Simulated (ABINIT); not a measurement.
Crystal: ZrH2.

```
Zr H
1.0
     0.00000    2.40923    2.40923
     2.40923    0.00000    2.40923
     2.40923    2.40923    0.00000
Zr H
1 2
Direct
  0.00000 0.00000 0.00000
  0.25000 0.25000 0.25000
  0.75000 0.75000 0.75000
```

The cell is a database's computed one.

* Program: ABINIT 10.8.3 (patched build)
* Task: relaxation of cell and atoms
* Functional: LDA
* Potentials or basis: PseudoDojo NC SR LDA v0.4.1 standard
* Cutoff: 1007 eV
* k mesh: 8 × 8 × 8
* Occupations: fermi-dirac, width 0.05 eV
* Spin: no spin polarisation

At the start: pressure -6.9 GPa; volume 9.32 Å³/atom.

Task: Where does the relaxation end?

Result: Over 5 steps the energy falls by 10.5 meV/atom and the volume is 8.86 Å³/atom (-5.0 %); space group Fm-3m (No. 225, to 0.05 Å).

The path:
```tsv
step	energy change (eV)	largest force (eV/Å)	pressure (GPa)	volume (Å³)
1	0.0000	0.0000	-6.91	27.97
2	-0.0205	0.0000	-4.23	27.38
3	-0.0315	0.0000	0.28	26.52
4	-0.0315	0.0000	-0.01	26.57
5	-0.0315	0.0000	0.00	26.57
```

Final structure:
```xyz
3
Lattice="0.0000 2.3683 2.3683 2.3683 0.0000 2.3683 2.3683 2.3683 0.0000" Properties=species:S:1:pos:R:3 pbc="T T T"
Zr    0.0000    0.0000    0.0000
H     1.1842    1.1842    1.1842
H     3.5525    3.5525    3.5525
```
